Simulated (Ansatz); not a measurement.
Crystal: Zr.

```
Zr
1.0
     3.23200    0.00000    0.00000
    -1.61600    2.79899    0.00000
     0.00000    0.00000    5.14700
Zr
2
Cartesian
  1.6160 0.9330 3.8603
  0.0000 1.8660 1.2868
```

| Property | Result |
| --- | --- |
| Program | Ansatz 0.2.0 |
| Task | relaxation of cell and atoms |
| Functional | PBEsol |
| Dispersion | D4 |
| Potentials or basis | Ansatz PAW |
| Cutoff | 420 eV (not typed: the program's choice for these potentials) |
| k mesh | 9 × 9 × 5 |
| Occupations | fermi-dirac, width 0.05 eV |
| Spin | no spin polarisation |

At the start: volume 23.28 Å³/atom.

Task: Where does the relaxation end?

Result: It ends after 5 steps and the volume is 22.27 Å³/atom (-4.3 %); space group P6_3/mmc (No. 194, to 0.05 Å).

Step by step:
| step | energy change (eV) | largest force (eV/Å) | volume (Å³) |
| --- | --- | --- | --- |
| 1 | 0.0000 | 0.0000 | 46.56 |
| 2 | -0.0275 | 0.0000 | 44.64 |
| 3 | -0.0277 | 0.0000 | 44.54 |
| 4 | -0.0277 | 0.0000 | 44.54 |
| 5 | -0.0275 | 0.0000 | 44.54 |

Final structure:
```
CELL_PARAMETERS angstrom
3.17187 0.00000 0.00000
-1.58594 2.74692 0.00000
0.00000 0.00000 5.11240
ATOMIC_POSITIONS crystal
Zr 0.66667 0.33333 0.75000
Zr 0.33333 0.66667 0.25000
```

Caveat: the plane-wave basis is chosen anew once the cell has moved, so the energies of steps on either side of that aren't comparable; the PAW data sets come from PBE, with cores solved anew for the run's functional, which leaves a small shift of forces and pressure.
